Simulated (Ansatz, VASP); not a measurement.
## One calculation of Ru, two programs

POSCAR

```
Ru
1.0
    2.7058000000      0.0000000000      0.0000000000
   -1.3529000000      2.3432915376      0.0000000000
    0.0000000000      0.0000000000      4.2819000000
Ru
2
Direct
    0.6666666667      0.3333333333      0.7500000000
    0.3333333333      0.6666666667      0.2500000000
```

INCAR.step1

```
PREC     = Accurate       # precision mode
ENCUT    = 520            # plane-wave cutoff, eV
ISMEAR   = -1             # smearing method
SIGMA    = 0.05           # smearing width, eV
LREAL    = False          # projectors in reciprocal space
LASPH    = True           # aspherical terms in the spheres
NELM     = 80             # most SCF steps
NBANDS   = 21             # bands
GGA      = PE             # functional
ALGO     = Normal         # electronic algorithm
EDIFF    = 1E-4           # SCF threshold, eV
LWAVE    = True           # write WAVECAR
LCHARG   = False          # write CHGCAR
```

INCAR.step2

```
PREC     = Accurate       # precision mode
ENCUT    = 520            # plane-wave cutoff, eV
EDIFF    = 1E-7           # SCF threshold, eV
ISMEAR   = -1             # smearing method
SIGMA    = 0.05           # smearing width, eV
LREAL    = False          # projectors in reciprocal space
LASPH    = True           # aspherical terms in the spheres
NELM     = 80             # most SCF steps
ALGO     = Normal         # electronic algorithm
ISIF     = 2              # what is computed and relaxed
LWAVE    = False          # write WAVECAR
LCHARG   = False          # write CHGCAR
METAGGA  = R2SCAN         # meta-GGA
LMIXTAU  = True         
IVDW     = 12             # dispersion correction
VDW_S6   = 1.0          
VDW_S8   = 0.78981345   
VDW_A1   = 0.49484001   
VDW_A2   = 5.73083694   
NBANDS   = 21             # bands
ISTART   = 1
```

File KPOINTS:

```
Automatic mesh
0
Gamma
  11 11 6
```

The input input.yaml:

```yaml
crystal:
  lattice:
    - [2.7058, 0.0, 0.0]
    - [-1.3529, 2.3432915376, 0.0]
    - [0.0, 0.0, 4.2819]
  atoms:
    - { symbol: Ru, position: [0.6666666667, 0.3333333333, 0.75] }
    - { symbol: Ru, position: [0.3333333333, 0.6666666667, 0.25] }
hamiltonian:
  xc: r2scan
  pseudopotentials: { kind: paw }
  dispersion: d3bj
kpoints:
  mp_grid: { grid: [11, 11, 6] }
scf:
  occupations: { method: fermi_dirac, width: 0.05 }
output:
  forces: true
  stress: true
  eigenvalues: true
  write_density: true
  write_potential: true
  elf: true
  volumetric_format: npy
```

Alike in both runs: task single point; functional r2SCAN; dispersion D3(BJ); k mesh 11 × 11 × 6; occupations fermi-dirac, width 0.05 eV; no spin polarisation.

```csv
,VASP,Ansatz
version,VASP 6.6.1,Ansatz 0.2.0
potentials or method,"VASP PAW PBE potentials, release 64 (Ru_pv)",Ansatz PAW
plane-wave cutoff (eV),520,500
valence electrons in the cell,28,32
```

|  | VASP | Ansatz | Ansatz less VASP |
| --- | --- | --- | --- |
| gap on the k mesh at the Fermi level (eV) | none | none | - |
| pressure (GPa) | -4.0 | -5.5 | -1.50 |
| largest component of the traceless stress (GPa) | 0.55 | 0.66 | +0.107 |
| dispersion energy (meV/atom) | -293.7 | -293.9 | -0.17 |

A gap of «none» marks a metal or a gap that the smearing closes. The two sets of potentials don't hold the same shells in valence.

Caveats: pairwise dispersion overbinds metals, which lowers pressure and volume; the PAW data sets were made with another functional, which shifts forces and pressure a little (VASP); the PAW data sets come from PBE, with cores solved anew for the run's functional, which leaves a small shift of forces and pressure (Ansatz); the dispersion damping was fitted for another functional or another form of the correction (Ansatz).
